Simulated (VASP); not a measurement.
## InSb: band structure with LDA

**The experiment to reproduce.**

“Electronic Structure and Epitaxy of CdTe Shells on InSb Nanowires”, 2021, arxiv:2111.05126 quotes, for a bulk crystal of InSb: band gap 0.24 eV.

InSb:

```
CELL_PARAMETERS angstrom
0.00000 3.22552 3.22552
3.22552 0.00000 3.22552
3.22552 3.22552 0.00000
ATOMIC_POSITIONS crystal
In 0.25000 0.25000 0.25000
Sb 0.00000 0.00000 0.00000
```

The cell is a database's computed one.

| Property | Result |
| --- | --- |
| Program | VASP 6.6.1 |
| Task | band structure |
| Functional | LDA |
| Potentials or basis | VASP PAW LDA potentials, release 64 (In_d, Sb) |
| Cutoff | 300 eV |
| k mesh | 5 × 5 × 5 |
| Occupations | gaussian, width 0.02 eV |
| Spin | no spin polarisation |
| Further INCAR settings | ALGO = Fast; EDIFF = 1e-06 |

```
Pressure                : 0.1 GPa
Band gap along the path : none (metal or under the smearing width)
```

Levels at the corners of the path, in eV from the Fermi level:
| point | band 5 | band 6 | band 7 | band 8 | band 9 | band 10 | band 11 | band 12 | band 13 |
| --- | --- | --- | --- | --- | --- | --- | --- | --- | --- |
| Γ | -14.50 | -10.86 | -0.30 | -0.01 | -0.01 | -0.01 | 2.89 | 2.89 | 2.89 |
| X | -14.49 | -8.83 | -6.05 | -2.33 | -2.33 | 1.21 | 1.23 | 8.11 | 8.11 |
| X | -14.49 | -8.83 | -6.05 | -2.33 | -2.33 | 1.21 | 1.23 | 8.11 | 8.11 |
| W | -14.50 | -8.79 | -5.94 | -2.95 | -2.83 | 3.47 | 3.90 | 4.15 | 4.83 |
| W | -14.50 | -8.79 | -5.94 | -2.95 | -2.83 | 3.47 | 3.90 | 4.15 | 4.83 |
| K | -14.49 | -8.87 | -5.91 | -3.22 | -1.98 | 1.51 | 3.63 | 6.19 | 6.39 |
| K | -14.49 | -8.87 | -5.91 | -3.22 | -1.98 | 1.51 | 3.63 | 6.19 | 6.39 |
| Γ | -14.50 | -10.86 | -0.30 | -0.01 | -0.01 | -0.01 | 2.89 | 2.89 | 2.89 |
| Γ | -14.50 | -10.86 | -0.30 | -0.01 | -0.01 | -0.01 | 2.89 | 2.89 | 2.89 |
| L | -14.50 | -9.46 | -5.75 | -1.04 | -1.04 | 0.43 | 3.75 | 3.75 | 5.91 |
| L | -14.50 | -9.46 | -5.75 | -1.04 | -1.04 | 0.43 | 3.75 | 3.75 | 5.91 |
| U | -14.49 | -8.87 | -5.91 | -3.22 | -1.98 | 1.51 | 3.63 | 6.19 | 6.39 |
| U | -14.49 | -8.87 | -5.91 | -3.22 | -1.98 | 1.51 | 3.63 | 6.19 | 6.39 |
| W | -14.50 | -8.79 | -5.94 | -2.95 | -2.83 | 3.47 | 3.90 | 4.15 | 4.83 |
| W | -14.50 | -8.79 | -5.94 | -2.95 | -2.83 | 3.47 | 3.90 | 4.15 | 4.83 |
| L | -14.50 | -9.46 | -5.75 | -1.04 | -1.04 | 0.43 | 3.75 | 3.75 | 5.91 |
| L | -14.50 | -9.46 | -5.75 | -1.04 | -1.04 | 0.43 | 3.75 | 3.75 | 5.91 |
| K | -14.49 | -8.87 | -5.91 | -3.22 | -1.98 | 1.51 | 3.63 | 6.19 | 6.39 |
| U | -14.49 | -8.87 | -5.91 | -3.22 | -1.98 | 1.51 | 3.63 | 6.19 | 6.39 |
| X | -14.49 | -8.83 | -6.05 | -2.33 | -2.33 | 1.21 | 1.23 | 8.11 | 8.11 |

It took 22 s on 1 thread of AMD EPYC 7R13 Processor (Zen 3) (shared host), peak memory 0.11 GiB.

Measured gap of InSb: 0.24 eV (quoted in “Electronic Structure and Epitaxy of CdTe Shells on InSb Nanowires”, 2021, arxiv:2111.05126). This calculation gives 0.00 eV (-0.24 eV). Spin-orbit coupling on In, Sb is left out. The value is that of LDA, without temperature or zero-point motion. Semilocal functionals fall short of measured gaps as a rule. The cell is a database's relaxed one, not the measured one, which moves gaps too.

Caveat: spin-orbit coupling is left out, which moves the levels of the heavy elements; this crystal is a semiconductor, whose small gap the functional closes, so the metal is an error of the method.
